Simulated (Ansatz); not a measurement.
Set up this calculation in Ansatz 0.2.0, as the native input.

| Property | Result |
| --- | --- |
| Task | band structure |
| Functional | HSEsol |
| Potentials or basis | Ansatz PAW |
| Cutoff | 420 eV (not typed: the program's choice for these potentials) |
| k mesh | 5 × 5 × 5 |
| Occupations | fermi-dirac, width 0.05 eV |
| Spin | no spin polarisation |
| Path | [["G", "X", "W", "K", "G", "L", "U", "W", "L", "K"], ["U", "X"]] |
| Points for each segment of the path | 4 |

GaN:

```
Ga N
1.0
     0.00000    2.25350    2.25350
     2.25350    0.00000    2.25350
     2.25350    2.25350    0.00000
Ga N
1 1
Cartesian
  0.0000 0.0000 0.0000
  1.1268 1.1268 1.1268
```

The cell is a database's computed one.

One way to write it, as run:

input.yaml

```yaml
crystal:
  lattice:
    - [0.0, 2.2535006075, 2.2535006075]
    - [2.2535006075, 0.0, 2.2535006075]
    - [2.2535006075, 2.2535006075, 0.0]
  atoms:
    - { symbol: Ga, position: [0.0, 0.0, 0.0] }
    - { symbol: "N", position: [0.25, 0.25, 0.25] }
hamiltonian:
  xc:
    exchange: hjs_pbesol
    correlation: pbesol
    exx: { coeff: 0.25, omega: 0.207 }
  pseudopotentials: { kind: paw }
kpoints:
  mp_grid: { grid: [5, 5, 5] }
  band_path:
    path:
      - [[0.0, 0.0, 0.0], [0.5, 0.0, 0.5], [0.5, 0.25, 0.75], [0.375, 0.375, 0.75], [0.0, 0.0, 0.0], [0.5, 0.5, 0.5], [0.625, 0.25, 0.625], [0.5, 0.25, 0.75], [0.5, 0.5, 0.5], [0.375, 0.375, 0.75]]
      - [[0.625, 0.25, 0.625], [0.5, 0.0, 0.5]]
    npoints: 4
scf:
  occupations: { method: fermi_dirac, width: 0.05 }
  n_extra_bands: 6
output:
  forces: true
  stress: true
  eigenvalues: true
  fatbands: false
```

Potentials or basis: Ansatz PAW.

Run with:

```sh
$ ansatz run input.yaml --threads 2 --pin off --max-ram 5632MiB --backend cpu --events-out ev --progress --plain --runs-dir out
```

Results of the run:

* Pressure: -5.5 GPa
* Band gap on the k mesh: 2.92 eV, direct
* Band gap along the path: 2.92 eV, direct

Caveat: the k mesh is coarse (spacing up to 0.48 Å⁻¹), so the values aren't converged, least of all with exact exchange; the pressure holds a Pulay correction of +0.5 GPa for the finite cutoff; the PAW data sets come from PBE, with cores solved anew for the run's functional, which leaves a small shift of forces and pressure; the thresholds are loose for stress.

Run time: 3.4 min on 2 threads of Intel(R) Xeon(R) Processor @ 2.50GHz (Skylake/Cascade Lake), with other jobs on the host, peak memory 0.65 GiB.
